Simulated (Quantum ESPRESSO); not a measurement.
# Ga (I4/mmm) in Quantum ESPRESSO: single point with PBEsol

Aim: the single point of Ga with PBEsol.

All numbers are computed with Quantum ESPRESSO 7.5; they aren't measurements. Logs are shortened: lines on timing, memory, paths and dates and some standing lists are left out, and cuts for length are marked.

## 1. Starting point

It takes space group I4/mmm (No. 139, tetragonal). The conventional cell has a = 2.769 Å, b = 2.769 Å, c = 4.622 Å, α = 90.00°, β = 90.00°, γ = 90.00°. Ga (site symmetry 4/mmm) is surrounded by 12 Ga at 2.77 to 3.03 Å.

This isn't the form of Ga at room conditions, which is orthorhombic.

## 2. Single point, PBEsol

run.py reads:

```python
import numpy as np
from ase.calculators.espresso import Espresso, EspressoProfile
import spglib
from ase import Atoms
from ase.io import read

atoms = read('Ga.cif')
cell, pos, num = spglib.standardize_cell((atoms.cell[:], atoms.get_scaled_positions(), atoms.numbers), to_primitive=True, symprec=1e-4)
atoms = Atoms(numbers=num, cell=cell, scaled_positions=pos, pbc=True)

input_data = {
    'control': {'calculation': 'scf', 'prefix': 'pwscf', 'outdir': './tmp', 'tprnfor': True, 'tstress': True, 'disk_io': 'nowf'},
    'system': {'ecutwfc': 56.0, 'ecutrho': 448.0, 'nbnd': 16, 'occupations': 'smearing', 'smearing': 'fd', 'degauss': 0.00367493},
    'electrons': {'conv_thr': 2e-10, 'electron_maxstep': 120, 'mixing_beta': 0.5},
}
pseudopotentials = {'Ga': 'ga_pbesol_v1.4.uspp.F.UPF'}
profile = EspressoProfile(command='mpirun -n 2 pw.x -nk 2', pseudo_dir='pseudo')
dft = Espresso(profile=profile, input_data=input_data, pseudopotentials=pseudopotentials, kpts=(13, 13, 13), koffset=(0, 0, 0))
atoms.calc = dft

print(f'energy {atoms.get_potential_energy():.8f} eV')
print('forces (eV/A)')
print(np.round(atoms.get_forces(), 6))
print('stress (eV/A^3, Voigt)')
print(np.round(atoms.get_stress(), 8))
print(f'Fermi level {dft.get_fermi_level():.4f} eV')
```

Ga.cif reads:

```cif
data_Ga
_cell_length_a 2.76879744
_cell_length_b 2.76879744
_cell_length_c 4.62244767
_cell_angle_alpha 90.00000000
_cell_angle_beta 90.00000000
_cell_angle_gamma 90.00000000
_space_group_name_H-M_alt 'I4/mmm'
_space_group_name_Hall '-I 4 2'
_space_group_IT_number 139
loop_
_space_group_symop_operation_xyz
'x,y,z'
'-x,-y,-z'
'-y,x,z'
'y,-x,-z'
'-x,-y,z'
'x,y,-z'
'y,-x,z'
'-y,x,-z'
'x,-y,-z'
'-x,y,z'
'-y,-x,-z'
'y,x,z'
'-x,y,-z'
'x,-y,z'
'y,x,-z'
'-y,-x,z'
'x+1/2,y+1/2,z+1/2'
'-x+1/2,-y+1/2,-z+1/2'
'-y+1/2,x+1/2,z+1/2'
'y+1/2,-x+1/2,-z+1/2'
'-x+1/2,-y+1/2,z+1/2'
'x+1/2,y+1/2,-z+1/2'
'y+1/2,-x+1/2,z+1/2'
'-y+1/2,x+1/2,-z+1/2'
'x+1/2,-y+1/2,-z+1/2'
'-x+1/2,y+1/2,z+1/2'
'-y+1/2,-x+1/2,-z+1/2'
'y+1/2,x+1/2,z+1/2'
'-x+1/2,y+1/2,-z+1/2'
'x+1/2,-y+1/2,z+1/2'
'y+1/2,x+1/2,-z+1/2'
'-y+1/2,-x+1/2,z+1/2'
loop_
_atom_site_label
_atom_site_type_symbol
_atom_site_symmetry_multiplicity
_atom_site_Wyckoff_symbol
_atom_site_fract_x
_atom_site_fract_y
_atom_site_fract_z
_atom_site_occupancy
Ga1 Ga 2 a 0.0000000000 0.0000000000 0.0000000000 1
```

Potentials or basis: GBRV 1.5 PBEsol.

Run with:

```sh
> OMP_NUM_THREADS=1 python run.py
```

Output:

```text
energy -5646.26919448 eV
forces (eV/A)
[[0. 0. 0.]]
stress (eV/A^3, Voigt)
[ 0.00168666  0.00168666  0.00286557 -0.         -0.         -0.        ]
Fermi level 11.8775 eV
```

espresso.pwi:

```text
&CONTROL
   calculation      = 'scf'
   tstress          = .true.
   tprnfor          = .true.
   outdir           = './tmp'
   prefix           = 'pwscf'
   disk_io          = 'nowf'
   pseudo_dir       = 'pseudo'
/
&SYSTEM
   nbnd             = 16
   ecutwfc          = 56.0
   ecutrho          = 448.0
   occupations      = 'smearing'
   degauss          = 0.00367493
   smearing         = 'fd'
   ntyp             = 1
   nat              = 1
   ibrav            = 0
/
&ELECTRONS
   electron_maxstep = 120
   conv_thr         = 2e-10
   mixing_beta      = 0.5
/
&IONS
/
&CELL
/
&FCP
/
&RISM
/
ATOMIC_SPECIES
Ga 69.723 ga_pbesol_v1.4.uspp.F.UPF

K_POINTS automatic
13 13 13  0 0 0

CELL_PARAMETERS angstrom
-1.38439872000000 1.38439872000000 2.31122383500000
1.38439872000000 -1.38439872000000 2.31122383500000
1.38439872000000 1.38439872000000 -2.31122383500000

ATOMIC_POSITIONS angstrom
Ga 0.0000000000 0.0000000000 0.0000000000
```

espresso.pwo:

```text
This program is part of the open-source Quantum ESPRESSO suite
     for quantum simulation of materials; please cite
         "P. Giannozzi et al., J. Phys.:Condens. Matter 21 395502 (2009);
         "P. Giannozzi et al., J. Phys.:Condens. Matter 29 465901 (2017);
         "P. Giannozzi et al., J. Chem. Phys. 152 154105 (2020);
     in publications or presentations arising from this work. More details at

Warning: card &CELL ignored
Warning: card &FCP ignored
Warning: card &RISM ignored

     Message from routine setup:
     using ibrav=0 with symmetry is DISCOURAGED, use correct ibrav instead

     K-points division:     npool     =       2
     Subspace diagonalization in iterative solution of the eigenvalue problem:
     a serial algorithm will be used

     G-vector sticks info
     --------------------
     sticks:   dense  smooth     PW     G-vecs:    dense   smooth      PW
     Sum        1153     577    191                19213     6813    1309

     Using Slab Decomposition

     bravais-lattice index     =            0
     lattice parameter (alat)  =       5.7240  a.u.
     unit-cell volume          =     119.5697 (a.u.)^3
     number of atoms/cell      =            1
     number of atomic types    =            1
     number of electrons       =        19.00
     number of Kohn-Sham states=           16
     kinetic-energy cutoff     =      56.0000  Ry
     charge density cutoff     =     448.0000  Ry
     scf convergence threshold =      2.0E-10
     mixing beta               =       0.5000
     number of iterations used =            8  plain     mixing
     Exchange-correlation= SLA  PW   PSX  PSC
                           (   1   4  10   8   0   0   0)

     celldm(1)=   5.723991  celldm(2)=   0.000000  celldm(3)=   0.000000
     celldm(4)=   0.000000  celldm(5)=   0.000000  celldm(6)=   0.000000

     crystal axes: (cart. coord. in units of alat)
               a(1) = (  -0.457047   0.457047   0.763031 )
               a(2) = (   0.457047  -0.457047   0.763031 )
               a(3) = (   0.457047   0.457047  -0.763031 )

     reciprocal axes: (cart. coord. in units 2 pi/alat)
               b(1) = ( -0.000000  1.093979  0.655282 )
               b(2) = (  1.093979 -0.000000  0.655282 )
               b(3) = (  1.093979  1.093979  0.000000 )

     PseudoPot. # 1 for Ga read from file:
     ga_pbesol_v1.4.uspp.F.UPF
     Pseudo is Ultrasoft + core correction, Zval = 19.0
     Generated by new atomic code, or converted to UPF format
     Using radial grid of  871 points,  6 beta functions with:
                l(1) =   0
                l(2) =   0
                l(3) =   1
                l(4) =   1
                l(5) =   2
                l(6) =   2
     Q(r) pseudized with  8 coefficients,  rinner =    1.250   1.250   1.250
                                                       1.250   1.250

     atomic species   valence    mass     pseudopotential
     Ga               19.00    69.72300     Ga( 1.00)

     16 Sym. Ops., with inversion, found

   Cartesian axes

     site n.     atom                  positions (alat units)
         1        Ga     tau(   1) = (   0.0000000   0.0000000   0.0000000  )

     number of k points=   196  Fermi-Dirac smearing, width (Ry)=  0.0037

     Number of k-points >= 100: set verbosity='high' to print them.

     Dense  grid:    19213 G-vectors     FFT dimensions: (  40,  40,  40)

     Smooth grid:     6813 G-vectors     FFT dimensions: (  27,  27,  27)

     Check: negative core charge=   -0.000001

     Initial potential from superposition of free atoms

     starting charge      18.0000, renormalised to      19.0000
     Starting wfcs are   12 randomized atomic wfcs +    4 random wfcs

     Self-consistent Calculation

     iteration #  1     ecut=    56.00 Ry     beta= 0.50
     Davidson diagonalization with overlap
     ethr =  1.00E-02,  avg # of iterations =  5.8

     total energy              =    -410.52113665 Ry
     estimated scf accuracy    <       9.15446165 Ry

     iteration #  2     ecut=    56.00 Ry     beta= 0.50
     Davidson diagonalization with overlap
     ethr =  1.00E-02,  avg # of iterations =  2.1

     total energy              =    -414.87721893 Ry
     estimated scf accuracy    <       2.26794962 Ry

     iteration #  3     ecut=    56.00 Ry     beta= 0.50
     Davidson diagonalization with overlap
     ethr =  1.00E-02,  avg # of iterations =  2.0
[... 36 lines left out ...]
     total energy              =    -414.99316774 Ry
     estimated scf accuracy    <          6.6E-09 Ry

     iteration #  9     ecut=    56.00 Ry     beta= 0.50
     Davidson diagonalization with overlap
     ethr =  3.48E-11,  avg # of iterations =  3.0

     total energy              =    -414.99316773 Ry
     estimated scf accuracy    <       0.00000003 Ry

     iteration # 10     ecut=    56.00 Ry     beta= 0.50
     Davidson diagonalization with overlap
     ethr =  3.48E-11,  avg # of iterations =  2.0

     End of self-consistent calculation

     Number of k-points >= 100: set verbosity='high' to print the bands.

     the Fermi energy is    11.8775 ev

!    total energy              =    -414.99316774 Ry
     estimated scf accuracy    <          1.7E-10 Ry
     smearing contrib. (-TS)   =      -0.00021005 Ry
     internal energy E=F+TS    =    -414.99295769 Ry

     The total energy is F=E-TS. E is the sum of the following terms:
     one-electron contribution =    -327.61552038 Ry
     hartree contribution      =     172.05233886 Ry
     xc contribution           =     -47.98449608 Ry
     ewald contribution        =    -211.44528008 Ry

     convergence has been achieved in  10 iterations

     Forces acting on atoms (cartesian axes, Ry/au):

     atom    1 type  1   force =     0.00000000    0.00000000    0.00000000

     Total force =     0.000000     Total SCF correction =     0.000000

     Computing stress (Cartesian axis) and pressure

          total   stress  (Ry/bohr**3)                   (kbar)     P=       -3.33
  -0.00001837   0.00000000   0.00000000           -2.70        0.00        0.00
   0.00000000  -0.00001837   0.00000000            0.00       -2.70        0.00
   0.00000000   0.00000000  -0.00003121            0.00        0.00       -4.59

=------------------------------------------------------------------------------=
   JOB DONE.
=------------------------------------------------------------------------------=
```

Wall time 23 s (2 MPI ranks of Arm Neoverse V2, shared host); peak memory 0.2 GiB.

Results:

```yaml
Free_energy: -5646.2697 eV
Pressure: -0.3 GPa
Band_gap_on_the_k_mesh: none (metal or under the smearing width)
```

Stress tensor (GPa, compression positive):
```
-0.27  0.00  0.00
 0.00 -0.27  0.00
 0.00  0.00 -0.46
```
